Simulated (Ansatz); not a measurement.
# SiO2: further runs on the relaxed cell

An exercise on one series of results from a longer session: the logs are not shown, and one member is left open.

Program: Ansatz 0.2.0. Level of theory: DFT r2SCAN, scalar-relativistic, plane waves, PAW. These are calculated values, not measurements.

1 further run of the same task is left out (set aside as unsound or not needed). Runs told in other sessions of the task aren't counted.

### The system as given

It takes space group I4/mmm (No. 139, tetragonal). Conventional cell: a = 8.939 Å, b = 8.939 Å, c = 5.231 Å, α = 90.00°, β = 90.00°, γ = 90.00°. Si (site symmetry m2m) has 4 O at 1.60 to 1.61 Å in its first shell of neighbours. O (site symmetry 2/m) has 2 Si at 1.60 Å in its first shell of neighbours. O (site symmetry m2m) has 2 Si at 1.61 Å in its first shell of neighbours.

Structure file:

```xyz
12
Lattice="-4.4694 4.4694 2.6157 4.4694 -4.4694 2.6157 4.4694 4.4694 -2.6157" Properties=species:S:1:pos:R:3 pbc="T T T"
Si    1.5818    1.5818    0.0000
Si   -2.8875    2.8875    2.6157
Si    2.8875   -2.8875    2.6157
Si    2.8875    2.8875    2.6157
O     2.2347    2.2347    1.3079
O     2.2347   -2.2347    1.3079
O    -2.2347    2.2347    1.3079
O     2.2347    2.2347   -1.3079
O     1.8668    0.0000    0.0000
O     0.0000    7.0720    0.0000
O     0.0000    1.8668    0.0000
O     7.0720    0.0000    0.0000
```

It goes back to an entry of the Materials Project, which need not be the stable form.

This cell was relaxed beforehand with the same method: volume 17.42 Å³/atom, gap on the mesh 6.08 eV.

The first run:

File input.yaml:

```yaml
crystal:
  lattice:
    - [-4.4242261245, 4.4242261245, 2.5893127205]
    - [4.4242261245, -4.4242261245, 2.5893127205]
    - [4.4242261245, 4.4242261245, -2.5893127205]
  atoms:
    - { symbol: Si, position: [0.1769634095, 0.1769634095, 0.353926819] }
    - { symbol: Si, position: [0.8230365905, 0.1769634095, 0.0] }
    - { symbol: Si, position: [0.1769634095, 0.8230365905, 0.0] }
    - { symbol: Si, position: [0.8230365905, 0.8230365905, 0.646073181] }
    - { symbol: O, position: [0.5, 0.5, 0.5] }
    - { symbol: O, position: [0.0, 0.5, 0.0] }
    - { symbol: O, position: [0.5, 0.0, 0.0] }
    - { symbol: O, position: [0.0, 0.0, 0.5] }
    - { symbol: O, position: [0.0, 0.2088403757, 0.2088403757] }
    - { symbol: O, position: [0.7911596243, 0.0, 0.7911596243] }
    - { symbol: O, position: [0.2088403757, 0.0, 0.2088403757] }
    - { symbol: O, position: [0.0, 0.7911596243, 0.7911596243] }
basis:
  ecutwfc: 500
kpoints:
  mp_grid: { grid: [6, 6, 6] }
hamiltonian:
  xc: r2scan
scf:
  occupations: { method: gaussian, width: 0.02 }
output:
  forces: true
  stress: true
  eigenvalues: true
relax:
  adjacent_minimum: "off"
  f_tol: 0.01
  max_steps: 30
  cell: { stress_tol: 0.1, fix: [volume] }
```

On the command line:

```console
$ ansatz run input.yaml --threads 2 --pin off --max-ram 5120MiB --backend cpu --events-out ev --progress --plain --runs-dir out
```

Among the steps run: The cell scaled to 0.97 of its volume; The cell scaled to 1.03 of its volume; Point at V/V0 = 0.94; Point at V/V0 = 1.06; Point at V/V0 = 0.91; The cell scaled to 1.10 of its volume; The cell scaled to 0.88 of its volume.

One of the session's tables, all rows but one given; the rest of the session is left out.

It belongs to the step «Equation of state». 

```
volume (Å³/atom)  energy above the lowest point (meV/atom)  pressure (GPa)  gap on the mesh (eV)
          15.327                                     125.8           20.52                  5.91
          15.849                                      68.3           14.74                  6.02
          16.372                                      29.2            9.31                  6.08
          16.894                                       7.0            4.39                  6.10
          17.417                                       0.0            0.00                  6.08
          17.939                                       6.5           -3.89                  6.01
          18.462                                         ?               ?                     ?
          19.158                                      65.3          -11.20                  5.71
```

**Question.** Estimate the row for volume (Å³/atom) = 18.462.

Worked estimate for «energy above the lowest point (meV/atom)». A straight line through the neighbours (17.939, 6.5) and (19.158, 65.3) gives 6.5 + (65.3 − 6.5) × (18.462 − 17.939) / (19.158 − 17.939) = 31.7; a parabola fitted to 3 rows on both sides gives 24.2.

As computed: energy above the lowest point (meV/atom): 24.8; pressure (GPa): -7.30; gap on the mesh (eV): 5.91. In «energy above the lowest point (meV/atom)» the line misses by +6.9 and the parabola by -0.6.

Limits of these values: The gap on the mesh goes from 5.91 eV at the smallest volume to 5.71 eV at the largest, through a peak of 6.10 eV between.
